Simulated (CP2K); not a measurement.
Runs of CP2K 2026.2 on Mg. Symmetry: Im-3m, No. 229, cubic system. The conventional cell has a = 3.546 Å, b = 3.546 Å, c = 3.546 Å, α = 90.00°, β = 90.00°, γ = 90.00°. Mg (site symmetry m-3m) has 8 Mg at 3.07 Å as nearest neighbours. This isn't the form of Mg at room conditions, which is hcp.

| task | level | cutoff of the non-local correlation (Ry) | points a segment of the path (NPOINTS) | bands added on the path | gap on the mesh (eV) | pressure (GPa) |
| --- | --- | --- | --- | --- | --- | --- |
| single point | vdW-DF-cx | 300 | - | - | none | 2.1 |
| single point | WC | - | - | - | none | 1.5 |
| band structure | SCAN | - | 10 | 4 | none | 0.7 |
| single point | BLYP | - | - | - | none | (b) |
| band structure | LDA | - | 10 | 4 | none | (a) |

Alike in all rows: potentials or basis POTENTIAL_UZH Mg GTH-PBE-q10; TZVP-MOLOPT-PBE-GTH basis; no spin polarisation; cell as given; k mesh 11 × 11 × 11; smearing fermi-dirac 0.05 eV.

Fill in the values left out.

(a) -0.1; (b) 2.8.

Caveats: the potentials were made for another functional, which shifts forces and pressure; the basis of atomic orbitals isn't converged, which shifts pressures, moduli and gaps.

A gap of «none» marks a metal or a gap under the smearing width.

Runs at the PBE level aren't shown here.
